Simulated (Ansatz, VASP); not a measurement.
**One calculation of CaO, two programs**

Contents of POSCAR:

```
CaO
1.0
    0.0000000000      2.4154929568      2.4154929568
    2.4154929568      0.0000000000      2.4154929568
    2.4154929568      2.4154929568      0.0000000000
Ca O
1 1
Direct
    0.0000000000      0.0000000000      0.0000000000
    0.5000000000      0.5000000000      0.5000000000
```

INCAR.step1

```
SYSTEM = CaO
PREC     = Accurate       ! precision mode
ENCUT    = 520            ! plane-wave cutoff, eV
ISMEAR   = 0              ! smearing method
SIGMA    = 0.02           ! smearing width, eV
LREAL    = .False.        ! projectors in reciprocal space
LASPH    = .True.         ! aspherical terms in the spheres
NELM     = 80             ! most SCF steps
NBANDS   = 15             ! bands
GGA      = PE             ! functional
ALGO     = Normal         ! electronic algorithm
EDIFF    = 1E-4           ! SCF threshold, eV
LWAVE    = .True.         ! write WAVECAR
LCHARG   = .False.        ! write CHGCAR
```

The input INCAR.step2:

```
SYSTEM = CaO
PREC     = Accurate       ! precision mode
ENCUT    = 520            ! plane-wave cutoff, eV
EDIFF    = 1E-7           ! SCF threshold, eV
ISMEAR   = 0              ! smearing method
SIGMA    = 0.02           ! smearing width, eV
LREAL    = .False.        ! projectors in reciprocal space
LASPH    = .True.         ! aspherical terms in the spheres
NELM     = 80             ! most SCF steps
ALGO     = Normal         ! electronic algorithm
ISIF     = 2              ! what is computed and relaxed
LWAVE    = .False.        ! write WAVECAR
LCHARG   = .False.        ! write CHGCAR
METAGGA  = R2SCAN         ! meta-GGA
LMIXTAU  = .True.       
NBANDS   = 15             ! bands
ISTART   = 1
```

KPOINTS

```
Automatic mesh
0
Gamma
  8 8 8
  0 0 0
```

Input for Ansatz:

```yaml
crystal:
  lattice:
    - [0.0, 2.4154929568, 2.4154929568]
    - [2.4154929568, 0.0, 2.4154929568]
    - [2.4154929568, 2.4154929568, 0.0]
  atoms:
    - { symbol: Ca, position: [0.0, 0.0, 0.0] }
    - { symbol: O, position: [0.5, 0.5, 0.5] }
basis:
  ecutwfc: 500
kpoints:
  mp_grid: { grid: [8, 8, 8] }
  band_path:
    path:
      - [[0.0, 0.0, 0.0], [0.5, 0.0, 0.5], [0.625, 0.25, 0.625]]
      - [[0.375, 0.375, 0.75], [0.0, 0.0, 0.0], [0.5, 0.5, 0.5], [0.5, 0.25, 0.75], [0.5, 0.0, 0.5]]
    npoints: 14
hamiltonian:
  xc: r2scan
scf:
  occupations: { method: gaussian, width: 0.02 }
  n_extra_bands: 6
output:
  forces: true
  stress: true
  eigenvalues: true
  populations: true
  dos: { projected: true, de: 0.02, nscf_kmesh: { grid: [12, 12, 12] } }
  bader: true
  write_density: true
  write_potential: true
  elf: true
  volumetric_format: npy
```

Alike in both runs: task single point; functional r2SCAN; k mesh 8 × 8 × 8; occupations gaussian, width 0.02 eV; no spin polarisation.

|  | VASP | Ansatz |
| --- | --- | --- |
| version | VASP 6.6.1 | Ansatz 0.2.0 |
| potentials or method | VASP PAW PBE potentials, release 64 (Ca_sv, O) | scalar-relativistic, plane waves, PAW |
| plane-wave cutoff (eV) | 520 | 500 |
| valence electrons in the cell | 16 | 16 |

|  | VASP | Ansatz | Ansatz less VASP |
| --- | --- | --- | --- |
| gap on the k mesh at the Fermi level (eV) | 4.19 | 4.20 | +0.011 |
| least direct gap on the mesh (eV) | 4.57 | 4.58 | +0.014 |
| pressure (GPa) | -1.5 | -2.5 | -0.98 |

The functional is the same, so the differences come from potentials, cutoffs and numerics.

Caveats: the PAW data sets were made with another functional, which shifts forces and pressure a little (VASP). A k mesh can miss the band edges.
